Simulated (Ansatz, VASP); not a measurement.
## Two plane-wave programs on NaCl

```xyz
2
Lattice="2.5969 2.5969 0.0000 -2.5969 2.5969 0.0000 0.0000 2.5969 2.5969" Properties=species:S:1:pos:R:3 pbc="T T T"
Na    0.0000    0.0000    0.0000
Cl    0.0000    2.5969    0.0000
```

Alike in both runs: functional LDA; k mesh 8 × 8 × 8; no spin polarisation.

Ansatz relaxed the structure, and its values are those at the end. VASP's run is a single point on that final structure, the one shown.

```csv
,VASP,Ansatz
version,VASP 6.6.1,Ansatz 0.2.0
potentials or method,"VASP PAW LDA potentials, release 64 (Na_pv, Cl)","PAW with Ansatz's default frozen-core files, scalar-relativistic"
plane-wave cutoff (eV),520,420
occupations,"gaussian, width 0.01 eV",fixed
valence electrons in the cell,14,16
```

|  | VASP | Ansatz | Ansatz less VASP |
| --- | --- | --- | --- |
| pressure (GPa) | 7.1 | 7.0 | -0.08 |

The two sets of potentials don't hold the same shells in valence.
